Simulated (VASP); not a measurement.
# Si2Ni (Fm-3m) in VASP: notebook

The runs below take Si2Ni through equation of state, with PBE, PBEsol.

All numbers are computed with VASP 6.6.1; they aren't measurements. Logs are shortened: lines on timing, memory, paths and dates and some standing lists are left out, and cuts for length are marked.

## 1. The structure

It takes space group Fm-3m (No. 225, cubic). Conventional cell: a = 5.406 Å, b = 5.406 Å, c = 5.406 Å, α = 90.00°, β = 90.00°, γ = 90.00°. Ni (site symmetry m-3m) has 8 Si at 2.34 Å as nearest neighbours. Si (site symmetry -43m) has 4 Ni at 2.34 Å as nearest neighbours.

## 2. Equation of state, PBE, collinear spin, ferromagnetic start, 12.38 Å³/atom (volume scaled by 0.94)

Contents of INCAR:

```
PREC = Accurate
ENCUT = 520
EDIFF = 1E-7
ISMEAR = -1
SIGMA = 0.05
LREAL = F
LASPH = T
NELM = 100
ALGO = Normal
ISIF = 2
LWAVE = F
LCHARG = F
ISPIN = 2
MAGMOM = 1 0 0
LORBIT = 11
LMAXMIX = 4
GGA = PE
NBANDS = 20
```

Contents of KPOINTS:

```
regular mesh
0
Gamma
  9 9 9
```

Contents of POSCAR:

```
Si2Ni
1.0
    0.0000000000      2.6478212519      2.6478212519
    2.6478212519      0.0000000000      2.6478212519
    2.6478212519      2.6478212519      0.0000000000
Ni Si
1 2
Direct
    0.0000000000      0.0000000000      0.0000000000
    0.7500000000      0.7500000000      0.7500000000
    0.2500000000      0.2500000000      0.2500000000
```

Potentials or basis: VASP PAW PBE potentials, release 64 (Ni, Si).

Command:

```console
cat potpaw_PBE.64/Ni/POTCAR potpaw_PBE.64/Si/POTCAR > POTCAR
mpirun -np 1 vasp_std > vasp.out
```

OUTCAR:

```text
PREC = Accurate
   ENCUT = 520
   EDIFF = 1E-7
   ISMEAR = -1
   LREAL = F
   LASPH = T
   NELM = 100
   ISIF = 2
   ISPIN = 2
   LORBIT = 11
   GGA = PE

 ion  position               nearest neighbor table
   1  0.000  0.000  0.000-   2 2.29   2 2.29   2 2.29   2 2.29   3 2.29   3 2.29   3 2.29   3 2.29

   2  0.750  0.750  0.750-   1 2.29   1 2.29   1 2.29   1 2.29   3 2.65   3 2.65   3 2.65   3 2.65
                             3 2.65   3 2.65
   3  0.250  0.250  0.250-   1 2.29   1 2.29   1 2.29   1 2.29   2 2.65   2 2.65   2 2.65   2 2.65
                             2 2.65   2 2.65

  LATTYP: Found a face centered cubic cell.
 ALAT       =     5.2956425038

  Lattice vectors:

 A1 = (   0.0000000000,   2.6478212519,   2.6478212519)
 A2 = (   2.6478212519,   0.0000000000,   2.6478212519)
 A3 = (   2.6478212519,   2.6478212519,   0.0000000000)

Analysis of symmetry for initial positions (statically):
=====================================================================
 Subroutine PRICEL returns:
 Original cell was already a primitive cell.

 Routine SETGRP: Setting up the symmetry group for a
 face centered cubic supercell.

 Subroutine GETGRP returns: Found 48 space group operations
 (whereof 48 operations were pure point group operations)
 out of a pool of 48 trial point group operations.

The static configuration has the point symmetry O_h .

Analysis of symmetry for dynamics (positions and initial velocities):
=====================================================================
 Subroutine PRICEL returns:
 Original cell was already a primitive cell.

 Routine SETGRP: Setting up the symmetry group for a
 face centered cubic supercell.

 Subroutine GETGRP returns: Found 48 space group operations
 (whereof 48 operations were pure point group operations)
 out of a pool of 48 trial point group operations.

The dynamic configuration has the point symmetry O_h .

Analysis of structural, dynamic, and magnetic symmetry:
=====================================================================
 Subroutine PRICEL returns:
 Original cell was already a primitive cell.

 Routine SETGRP: Setting up the symmetry group for a
 face centered cubic supercell.

 Subroutine GETGRP returns: Found 48 space group operations
 (whereof 48 operations were pure point group operations)
 out of a pool of 48 trial point group operations.

The overall configuration has the point symmetry O_h .

 Subroutine INISYM returns: Found 48 space group operations
 (whereof 48 operations are pure point group operations),
 and found     1 'primitive' translations

----------------------------------------------------------------------------------------

                                     Primitive cell

  volume of cell :      37.1275

  direct lattice vectors                    reciprocal lattice vectors
     0.000000000  2.647821252  2.647821252    -0.188834499  0.188834499  0.188834499
     2.647821252  0.000000000  2.647821252     0.188834499 -0.188834499  0.188834499
     2.647821252  2.647821252  0.000000000     0.188834499  0.188834499 -0.188834499

  length of vectors
     3.744584725  3.744584725  3.744584725     0.327070947  0.327070947  0.327070947

  position of ions in fractional coordinates (direct lattice)
     0.000000000  0.000000000  0.000000000
     0.750000000  0.750000000  0.750000000
     0.250000000  0.250000000  0.250000000

  ion indices of the primitive-cell ions
   primitive index   ion index
                 1           1
                 2           2
                 3           3

----------------------------------------------------------------------------------------

 KPOINTS: regular mesh

Automatic generation of k-mesh.
 Grid dimensions read from file:
 generate k-points for:    9    9    9

 Generating k-lattice:

  Cartesian coordinates                     Fractional coordinates (reciprocal lattice)
    -0.020981611  0.020981611  0.020981611     0.111111111  0.000000000  0.000000000
     0.020981611 -0.020981611  0.020981611     0.000000000  0.111111111  0.000000000
     0.020981611  0.020981611 -0.020981611     0.000000000  0.000000000  0.111111111

  Length of vectors
     0.036341216  0.036341216  0.036341216

  Shift w.r.t. Gamma in fractional coordinates (k-lattice)
     0.000000000  0.000000000  0.000000000

 Subroutine IBZKPT returns following result:
 ===========================================

 Found     35 irreducible k-points:

 Following reciprocal coordinates:
            Coordinates               Weight
  0.000000  0.000000  0.000000      1.000000
  0.111111  0.000000  0.000000      8.000000
  0.222222  0.000000  0.000000      8.000000
  0.333333  0.000000  0.000000      8.000000
  0.444444  0.000000  0.000000      8.000000
  0.111111  0.111111  0.000000      6.000000
[... 27 lines left out ...]
 -0.333333  0.444444  0.111111     24.000000
 -0.333333  0.444444  0.222222     24.000000
   k-points           NKPTS =     35   k-points in BZ     NKDIM =     35   number of bands    NBANDS=     20
   number of dos      NEDOS =    301   number of ions     NIONS =      3
   total plane-waves  NPLWV =  21952
   dimension x,y,z NGX =    28 NGY =   28 NGZ =   28
   dimension x,y,z NGXF=    56 NGYF=   56 NGZF=   56
   ions per type =               1   2
   NGX,Y,Z   is equivalent  to a cutoff of  12.43, 12.43, 12.43 a.u.
   NGXF,Y,Z  is equivalent  to a cutoff of  24.86, 24.86, 24.86 a.u.
 SYSTEM =  unknown system
   PREC   = accura    normal or accurate (medium, high low for compatibility)
   ISTART =      0    job   : 0-new  1-cont  2-samecut
   ICHARG =      2    charge: 1-file 2-atom 10-const
   ISPIN  =      2    spin polarized calculation?
   LNONCOLLINEAR =      F non collinear calculations
   LSORBIT =      F    spin-orbit coupling
   LASPH  =      T    aspherical Exc in radial PAW
   ENCUT  =  520.0 eV  38.22 Ry    6.18 a.u.   6.96  6.96  6.96*2*pi/ulx,y,z
   NELM   =    100;   NELMIN=  2; NELMDL= -5     # of ELM steps
   EDIFF  = 0.1E-06   stopping-criterion for ELM
   LREAL  =      F    real-space projection
   EDIFFG = 0.1E-05   stopping-criterion for IOM
   NSW    =      0    number of steps for IOM
   IBRION =     -1    ionic relax: 0-MD 1-quasi-New 2-CG
   NFREE  =      0    steps in history (QN), initial steepest desc. (CG)
   ISIF   =      2    stress and relaxation
   ISYM   =      2    0-nonsym 1-usesym 2-fastsym
   POTIM  = 0.5000    time-step for ionic-motion
   TEBEG  =    0.0;   TEEND  =   0.0 temperature during run
   PSTRESS=    0.0 pullay stress
   NELECT =      18.0000    total number of electrons
   NUPDOWN=      -1.0000    fix difference up-down
   EMIN   =  10.00;   EMAX   =-10.00  energy-range for DOS
   EFERMI =   0.00;   METHOD = LEGACY
   ISMEAR =    -1;   SIGMA  =   0.05  broadening in eV -4-tet -1-fermi 0-gaus
   EFERMI_NEDOS =   21; number of points for ismear=-14 and -15
   IALGO  =     38    algorithm
   IMIX   =      4    mixing-type and parameters
     AMIX     =   0.40;   BMIX     =  1.00
     AMIX_MAG =   1.60;   BMIX_MAG =  1.00
  volume/ion in A,a.u.               =      12.38        83.52
  Fermi-wavevector in a.u.,A,eV,Ry     =   1.286077  2.430333 22.503959  1.653994
  Thomas-Fermi vector in A             =   2.418173
   LORBIT       =     11    0 simple, 1 ext, 2 COOP (PROOUT), +10 PAW based schemes
   GGA     = PE    functional components
   LHFCALC =     F    Hartree Fock is set to
   AEXX    =    0.0000 exact exchange contribution
   IVDW    =     0    specifies the selected vdW correction
   LEPSILON=     F    determine dielectric tensor
   LRPA    =     F    only Hartree local field effects (RPA)
 spin polarized calculation
  energy-cutoff  :      520.00
  volume of cell :       37.13
 maximum number of plane-waves:      1018
   NGX = 13   NGY = 13   NGZ = 13

 number of electron      17.9999994 magnetization       0.0003574

 number of electron      17.9999994 magnetization      -0.0000596

 Free energy of the ion-electron system (eV)
  ---------------------------------------------------
  ext. energy  EPLUGINS =         0.00000000
  ---------------------------------------------------
  free energy    TOTEN  =       -17.23080973 eV

  energy without entropy =      -17.22134010  energy(sigma->0) =      -17.22607492

 E-fermi :  11.4450     XC(G=0): -11.8737

 val. band max:       11.4021069664   @ k =   0.2222   0.0000   0.0000
 cond. band min:      11.4745229018   @ k =   0.3333   0.2222   0.0000
 fundamental gap:      0.0724159354
 Fermi energy:        11.4449996966

 spin component 1

 k-point     1 :       0.0000    0.0000    0.0000
  band No.  band energies     occupation
      1      -3.0615      1.00000
      2       5.7712      1.00000
      3       5.7712      1.00000
      4       5.7712      1.00000
      5       7.5249      1.00000
      6       7.5249      1.00000
[... 12 lines left out ...]
     19      20.7432      0.00000
     20      25.3065      0.00000

 k-point     2 :       0.1111    0.0000    0.0000
  band No.  band energies     occupation
      1      -2.8698      1.00000
      2       5.4297      1.00000
      3       5.8316      1.00000
      4       5.8316      1.00000
      5       7.4900      1.00000
      6       7.4900      1.00000
[... 12 lines left out ...]
     19      21.6004      0.00000
     20      25.9067      0.00000
[... 717 lines left out ...]
      2       2.4739      1.00000
      3       3.4664      1.00000
      4       5.2286      1.00000
      5       7.0306      1.00000
      6       7.3231      1.00000
[... 12 lines left out ...]
     19      25.4710      0.00000
     20      27.8657      0.00000

 k-point    35 :      -0.3333    0.4444    0.2222
  band No.  band energies     occupation
      1       1.5467      1.00000
      2       2.3940      1.00000
      3       4.2350      1.00000
      4       4.3886      1.00000
      5       7.1528      1.00000
      6       7.3326      1.00000
[... 12 lines left out ...]
     19      24.9000      0.00000
     20      28.0112      0.00000
 Fermi energy:        11.4449996966

 spin component 2

 k-point     1 :       0.0000    0.0000    0.0000
  band No.  band energies     occupation
      1      -3.0615      1.00000
      2       5.7711      1.00000
      3       5.7711      1.00000
      4       5.7711      1.00000
      5       7.5249      1.00000
      6       7.5249      1.00000
[... 12 lines left out ...]
     19      20.7431      0.00000
     20      25.3064      0.00000

 k-point     2 :       0.1111    0.0000    0.0000
  band No.  band energies     occupation
      1      -2.8699      1.00000
      2       5.4296      1.00000
      3       5.8316      1.00000
      4       5.8316      1.00000
      5       7.4900      1.00000
      6       7.4900      1.00000
[... 12 lines left out ...]
     19      21.6003      0.00000
     20      25.9066      0.00000
[... 718 lines left out ...]
      3       3.4663      1.00000
      4       5.2285      1.00000
      5       7.0305      1.00000
      6       7.3231      1.00000
[... 12 lines left out ...]
     19      25.4709      0.00000
     20      27.8658      0.00000

 k-point    35 :      -0.3333    0.4444    0.2222
  band No.  band energies     occupation
      1       1.5466      1.00000
      2       2.3939      1.00000
      3       4.2349      1.00000
      4       4.3886      1.00000
      5       7.1528      1.00000
      6       7.3326      1.00000
[... 12 lines left out ...]
     19      24.9000      0.00000
     20      27.9929      0.00000

------------------------ aborting loop because EDIFF is reached ----------------------------------------

  FORCE on cell =-STRESS in cart. coord.  units (eV):
  Direction    XX          YY          ZZ          XY          YZ          ZX
  --------------------------------------------------------------------------------------
  -------------------------------------------------------------------------------------
  Total        3.4021498      3.4021498      3.4021498      0.0000000      0.0000000      0.0000000
  in kB      146.8141897    146.8141897    146.8141897      0.0000000      0.0000000      0.0000000
  external PRESSURE =     146.8141897 kB  Pullay stress =       0.0000000 kB

 VOLUME and BASIS-vectors are now :
 -----------------------------------------------------------------------------
  energy-cutoff  :      520.00
  volume of cell :       37.13
      direct lattice vectors                 reciprocal lattice vectors
     0.000000000  2.647821252  2.647821252    -0.188834499  0.188834499  0.188834499
     2.647821252  0.000000000  2.647821252     0.188834499 -0.188834499  0.188834499
     2.647821252  2.647821252  0.000000000     0.188834499  0.188834499 -0.188834499

 POSITION                                       TOTAL-FORCE (eV/Angst)
 -----------------------------------------------------------------------------------
      0.00000      0.00000      0.00000         0.000000      0.000000      0.000000
      3.97173      3.97173      3.97173        -0.000000     -0.000000     -0.000000
      1.32391      1.32391      1.32391         0.000000      0.000000      0.000000
 -----------------------------------------------------------------------------------
    total drift:                               -0.000000     -0.000000      0.000000

  FREE ENERGIE OF THE ION-ELECTRON SYSTEM (eV)
  ---------------------------------------------------
  free  energy   TOTEN  =       -17.2308097323 eV

  energy  without entropy=      -17.2213401046  energy(sigma->0) =      -17.22607492

 total charge

# of ion       s       p       d       tot
------------------------------------------
    1        0.594   0.894   8.488   9.976
    2        0.734   0.888   0.000   1.622
    3        0.734   0.888   0.000   1.622
--------------------------------------------------
tot          2.061   2.671   8.488  13.220

 magnetization (x)

# of ion       s       p       d       tot
------------------------------------------
    1       -0.000  -0.000   0.000  -0.000
    2       -0.000  -0.000   0.000  -0.000
    3       -0.000  -0.000   0.000  -0.000
--------------------------------------------------
tot         -0.000  -0.000   0.000  -0.000
```

It took 41 s on 1 thread of Intel Xeon 6975P-C (Granite Rapids), shared host; peak memory 0.18 GiB.

What came out:

```yaml
Free_energy: -17.2308 eV
Pressure: 14.7 GPa
Band_gap_on_the_k_mesh: none (metal or under the smearing width)
Net_moment: 0.00 μB per cell
Valence_electrons_inside_the_program's_atomic_spheres: Ni 9.98; Si 1.62
```

## 3. Equation of state, PBE, collinear spin, ferromagnetic start, 12.64 Å³/atom (volume scaled by 0.96)

Contents of INCAR:

```
ALGO = Normal
EDIFF = 1E-7
ENCUT = 520
GGA = PE
ISIF = 2
ISMEAR = -1
ISPIN = 2
LASPH = T
LCHARG = F
LMAXMIX = 4
LORBIT = 11
LREAL = F
LWAVE = F
MAGMOM = 1 0 0
NBANDS = 20
NELM = 150
PREC = Accurate
SIGMA = 0.05
```

Contents of KPOINTS:

```
k-points
0
Gamma
  9 9 9
```

Contents of POSCAR:

```
Si2Ni
1.0
    0.0000000000      2.6664684948      2.6664684948
    2.6664684948      0.0000000000      2.6664684948
    2.6664684948      2.6664684948      0.0000000000
Ni Si
1 2
Direct
    0.0000000000      0.0000000000      0.0000000000
    0.7500000000      0.7500000000      0.7500000000
    0.2500000000      0.2500000000      0.2500000000
```

Potentials or basis: VASP PAW PBE potentials, release 64 (Ni, Si).

Command:

```console
cat potpaw_PBE.64/Ni/POTCAR potpaw_PBE.64/Si/POTCAR > POTCAR
mpirun -np 1 vasp_std > vasp.out
```

Wall time 39 s (1 thread of Intel Xeon 6975P-C (Granite Rapids), shared host); peak memory 0.18 GiB.

The run converged. Its results:

```yaml
Free_energy: -17.2935 eV
Pressure: 10.7 GPa
Band_gap_on_the_k_mesh: none (metal or under the smearing width)
Net_moment: 0.00 μB per cell
Valence_electrons_inside_the_program's_atomic_spheres: Ni 9.92; Si 1.61
```

## 4. Equation of state, PBE, collinear spin, ferromagnetic start, 12.90 Å³/atom (volume scaled by 0.98)

Contents of INCAR:

```
PREC = Accurate ; ENCUT = 520
EDIFF = 1E-7 ; ISMEAR = -1
SIGMA = 0.05 ; LREAL = F
LASPH = T ; NELM = 150
ALGO = Normal ; ISIF = 2
LWAVE = F ; LCHARG = F
ISPIN = 2 ; MAGMOM = 1 0 0
LORBIT = 11 ; LMAXMIX = 4
GGA = PE ; NBANDS = 20
```

Contents of KPOINTS:

```
Automatic mesh
0
Gamma
  9 9 9
```

Contents of POSCAR:

```
Si2Ni
1.0
    0.0000000000      2.6848585138      2.6848585138
    2.6848585138      0.0000000000      2.6848585138
    2.6848585138      2.6848585138      0.0000000000
Ni Si
1 2
Direct
    0.0000000000      0.0000000000      0.0000000000
    0.7500000000      0.7500000000      0.7500000000
    0.2500000000      0.2500000000      0.2500000000
```

Command:

```console
cat potpaw_PBE.64/Ni/POTCAR potpaw_PBE.64/Si/POTCAR > POTCAR
mpirun -np 1 vasp_std > vasp.out
```

Run time: 35 s. Hardware: 1 thread of Intel Xeon 6975P-C (Granite Rapids), shared host; peak memory 0.17 GiB.

The run converged. Its results:

```yaml
Free_energy: -17.3375 eV
Pressure: 7.1 GPa
Band_gap_on_the_k_mesh: none (metal or under the smearing width)
Net_moment: 0.00 μB per cell
Valence_electrons_inside_the_program's_atomic_spheres: Ni 9.86; Si 1.60
```

## 5. Equation of state, PBE, collinear spin, ferromagnetic start, 13.43 Å³/atom (volume scaled by 1.02)

Contents of INCAR:

```
PREC = Accurate ; ENCUT = 520
EDIFF = 1E-7 ; ISMEAR = -1
SIGMA = 0.05 ; LREAL = False
LASPH = True ; NELM = 150
ALGO = Normal ; ISIF = 2
LWAVE = False ; LCHARG = False
ISPIN = 2 ; MAGMOM = 1 0 0
LORBIT = 11 ; LMAXMIX = 4
GGA = PE ; NBANDS = 20
```

Contents of KPOINTS:

```
regular mesh
0
Gamma
  9 9 9
```

Contents of POSCAR:

```
Si2Ni
1.0
    0.0000000000      2.7209011839      2.7209011839
    2.7209011839      0.0000000000      2.7209011839
    2.7209011839      2.7209011839      0.0000000000
Ni Si
1 2
Direct
    0.0000000000      0.0000000000      0.0000000000
    0.7500000000      0.7500000000      0.7500000000
    0.2500000000      0.2500000000      0.2500000000
```

Command:

```console
cat potpaw_PBE.64/Ni/POTCAR potpaw_PBE.64/Si/POTCAR > POTCAR
mpirun -np 1 vasp_std > vasp.out
```

It took 42 s on 1 thread of Intel Xeon 6975P-C (Granite Rapids), shared host; peak memory 0.19 GiB.

Results (log left out):

| Item | Value |
| --- | --- |
| Free energy | -17.3754 eV |
| Pressure | 0.7 GPa |
| Band gap on the k mesh | none (metal or under the smearing width) |
| Net moment | 0.00 μB per cell |
| Valence electrons inside the program's atomic spheres | Ni 9.76; Si 1.58 |

## 6. Equation of state, PBE, collinear spin, ferromagnetic start, 13.69 Å³/atom (volume scaled by 1.04)

Contents of INCAR:

```
PREC     = Accurate       # precision mode
ENCUT    = 520            # plane-wave cutoff, eV
EDIFF    = 1E-7           # SCF threshold, eV
ISMEAR   = -1             # smearing method
SIGMA    = 0.05           # smearing width, eV
LREAL    = False          # projectors in reciprocal space
LASPH    = True           # aspherical terms in the spheres
NELM     = 120            # most SCF steps
ALGO     = Normal         # electronic algorithm
ISIF     = 2              # what is computed and relaxed
LWAVE    = False          # write WAVECAR
LCHARG   = False          # write CHGCAR
ISPIN    = 2              # spin polarisation
MAGMOM   = 1 0 0          # initial moments
LORBIT   = 11             # projections on sites
LMAXMIX  = 4              # l up to which the mixer works
GGA      = PE             # functional
NBANDS   = 20             # bands
```

KPOINTS is that of step 5.

Contents of POSCAR:

```
Si2Ni
1.0
    0.0000000000      2.7385698685      2.7385698685
    2.7385698685      0.0000000000      2.7385698685
    2.7385698685      2.7385698685      0.0000000000
Ni Si
1 2
Direct
    0.0000000000      0.0000000000      0.0000000000
    0.7500000000      0.7500000000      0.7500000000
    0.2500000000      0.2500000000      0.2500000000
```

Potentials or basis: VASP PAW PBE potentials, release 64 (Ni, Si).

Command:

```console
cat potpaw_PBE.64/Ni/POTCAR potpaw_PBE.64/Si/POTCAR > POTCAR
mpirun -np 1 vasp_std > vasp.out
```

Wall time 51 s (1 thread of Intel Xeon 6975P-C (Granite Rapids), shared host); peak memory 0.19 GiB.

It converged, with:

| Property | Result |
| --- | --- |
| Free energy | -17.3723 eV |
| Pressure | -2.0 GPa |
| Band gap on the k mesh | none (metal or under the smearing width) |
| Net moment | 0.00 μB per cell |
| Valence electrons inside the program's atomic spheres | Ni 9.71; Si 1.57 |

(Continued in part 2 of 2.)
